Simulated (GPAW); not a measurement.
# Zr (P6_3/mmc) in GPAW: a series of runs, part 2 of 2

GPAW 26.7.0. Earlier steps stand in the parts before.

### 5 Relaxation of cell and atoms, PBE+D3(BJ)

Input file run.py:

```python
from ase.calculators.mixing import SumCalculator
from ase.filters import FrechetCellFilter
from ase.io import read, write
from ase.optimize import FIRE
from dftd3.ase import DFTD3
from gpaw import GPAW, PW

atoms = read('Zr.xyz')

calc = GPAW(mode=PW(600),
            xc='PBE',
            kpts={'size': (7, 7, 4), 'gamma': True},
            occupations={'name': 'fermi-dirac', 'width': 0.05},
            nbands=24,
            convergence={'density': 1e-05, 'energy': 1e-05},
            maxiter=150,
            txt='gpaw.txt')
atoms.calc = SumCalculator([calc, DFTD3(method='pbe', damping='d3bj')])
opt = FIRE(FrechetCellFilter(atoms), trajectory='relax.traj', logfile='-')
done = opt.run(fmax=0.01, steps=40)
calc.write('gs.gpw')
write('result.traj', atoms)
print('Converged:', done)
print('Cell:', atoms.cell.cellpar().round(4))
print('Volume:', round(atoms.get_volume(), 4))
print(atoms.get_scaled_positions().round(5))
```

Input file Zr.xyz:

```xyz
2
Lattice="3.2320000000 0.0000000000 0.0000000000 -1.6160000000 2.7989941050 0.0000000000 0.0000000000 0.0000000000 5.1470000000" Properties=species:S:1:pos:R:3 pbc="T T T"
Zr     1.6160000002      0.9329980349      3.8602500000
Zr    -0.0000000002      1.8659960701      1.2867500000
```

Potentials or basis: GPAW PAW data sets (gpaw-data 1.2.1), pw.

The run is started by

```
OMP_NUM_THREADS=1 python run.py
```

Wall time 43 s (1 thread of Intel Xeon Platinum 8559C (Emerald Rapids), shared host); peak memory 0.26 GiB.

It converged, with:

```
Free energy                            : -15.8981 eV
Relaxed volume                         : 22.39 Å³/atom
Relaxed cell                           : a = 3.191 Å, b = 3.191 Å, c = 5.078 Å, α = 90.00°, β = 90.00°, γ = 120.00°
Space group after relaxing (to 0.05 Å) : P6_3/mmc (No. 194)
Energy gained by relaxing              : 9.5 meV/atom
Ionic steps                            : 7
Pressure after relaxing                : 0.0 GPa
Band gap on the k mesh                 : none (metal or under the smearing width)
Dispersion energy per atom             : -0.550 eV
```

Step by step:
```csv
step,energy change (eV),largest force (eV/Å),pressure (GPa),volume (Å³)
1,0.0000,0.0000,-3.57,46.56
2,-0.0070,0.0000,-2.89,46.20
3,-0.0157,0.0000,-1.61,45.56
4,-0.0190,0.0002,0.07,44.77
5,-0.0190,0.0000,0.07,44.77
6,-0.0190,0.0000,0.06,44.77
7,-0.0190,0.0002,0.05,44.78
```

Final structure:
```yaml
crystal:
  lattice:
    - [3.19095, 0.00000, 0.00000]
    - [-1.59547, 2.76344, 0.00000]
    - [0.00000, 0.00000, 5.07805]
  atoms:
    - { symbol: Zr, position: [0.66667, 0.33333, 0.75000] }
    - { symbol: Zr, position: [0.33333, 0.66667, 0.25000] }
```

Levels at points of the mesh, in eV from the Fermi level:
```csv
k point,band 8,band 9,band 10,band 11,band 12,band 13,band 14,band 15,band 16,band 17
"(0.00, 0.00, 0.00)",-26.28,-5.78,-3.19,0.80,0.80,0.97,1.26,1.54,1.54,2.14
"(0.00, 0.00, 0.50)",-26.36,-4.02,-4.02,-0.02,-0.02,0.70,0.70,0.70,0.70,4.06
```

Caveat: later steps reuse the first step's grids; pairwise dispersion overbinds metals, which lowers pressure and volume.

### 6 Relaxation of cell and atoms, PBE+D3

run.py, as its differences from that of step 5:

```diff
@@ -3,3 +3,3 @@
 from ase.io import read, write
-from ase.optimize import FIRE
+from ase.optimize import BFGS
 from dftd3.ase import DFTD3
@@ -17,5 +17,5 @@
             txt='gpaw.txt')
-atoms.calc = SumCalculator([calc, DFTD3(method='pbe', damping='d3bj')])
-opt = FIRE(FrechetCellFilter(atoms), trajectory='relax.traj', logfile='-')
-done = opt.run(fmax=0.01, steps=40)
+atoms.calc = SumCalculator([calc, DFTD3(method='pbe', damping='d3zero')])
+opt = BFGS(FrechetCellFilter(atoms), trajectory='relax.traj', logfile='-')
+done = opt.run(fmax=0.02, steps=60)
 calc.write('gs.gpw')
```

Zr.xyz is that of step 5.

Potentials or basis: GPAW PAW data sets (gpaw-data 1.2.1), pw.

The run is started by

```
OMP_NUM_THREADS=1 python run.py
```

Run time: 25 s. Hardware: 1 thread of Intel Xeon Platinum 8559C (Emerald Rapids), shared host; peak memory 0.19 GiB.

Results (log left out):

* Free energy: -15.6844 eV
* Relaxed volume: 22.44 Å³/atom
* Relaxed cell: a = 3.194 Å, b = 3.194 Å, c = 5.080 Å, α = 90.00°, β = 90.00°, γ = 120.00°
* Space group after relaxing (to 0.05 Å): P6_3/mmc (No. 194)
* Energy gained by relaxing: 8.4 meV/atom
* Ionic steps: 3
* Pressure after relaxing: 0.1 GPa
* Band gap on the k mesh: none (metal or under the smearing width)
* Dispersion energy per atom: -0.442 eV

Stress tensor (GPa, compression positive):
```
 0.11  0.00  0.00
 0.00  0.11  0.00
 0.00  0.00 -0.04
```

The path:
```
step  energy change (eV)  largest force (eV/Å)  pressure (GPa)  volume (Å³)
   1              0.0000                0.0000           -3.36        46.56
   2             -0.0085                0.0000           -2.43        46.08
   3             -0.0168                0.0001            0.06        44.88
```

Final structure:
```
CELL_PARAMETERS angstrom
3.19395 0.00000 0.00000
-1.59697 2.76604 0.00000
0.00000 0.00000 5.07969
ATOMIC_POSITIONS crystal
Zr 0.66667 0.33333 0.75000
Zr 0.33333 0.66667 0.25000
```

Levels at points of the mesh, in eV from the Fermi level:
```csv
k point,band 10,band 11,band 12,band 13,band 14,band 15
"(0.00, 0.00, 0.00)",-3.18,0.80,0.80,0.98,1.26,1.53
"(0.00, 0.00, 0.50)",-4.02,-0.02,-0.02,0.70,0.70,0.70
```

Caveat: later steps reuse the first step's grids; pairwise dispersion overbinds metals, which lowers pressure and volume.

### 7 The runs side by side

```tsv
level	potentials or basis	optimizer	fmax	max steps	gap on the mesh (eV)	pressure (GPa)	relaxed volume (Å³/atom)
revPBE+D4	the program's PAW data sets (release 1.2.1) made for this functional, pw	BFGS	0.02 eV/Å	60	none	-0.1	23.28
RPBE	the program's PAW data sets (release 1.2.1) made for this functional, pw	FIRE	0.02 eV/Å	100	none	0.0	23.93
revPBE	the program's PAW data sets (release 1.2.1) made for this functional, pw	BFGS	0.01 eV/Å	60	none	0.0	23.75
PBE+D3(BJ)	GPAW PAW data sets (gpaw-data 1.2.1), pw	FIRE	0.01 eV/Å	40	none	0.0	22.39
PBE+D3	GPAW PAW data sets (gpaw-data 1.2.1), pw	BFGS	0.02 eV/Å	60	none	0.1	22.44
```

Alike in all rows: task relaxation of cell and atoms; no spin polarisation; cell relaxed; k mesh 7 × 7 × 4; cutoff (eV) 600; smearing fermi-dirac 0.05 eV.

Caveats: later steps reuse the first step's grids; pairwise dispersion overbinds metals, which lowers pressure and volume (some runs).

Total energies depend on the potentials used, so only differences within one code and one set of settings carry meaning.
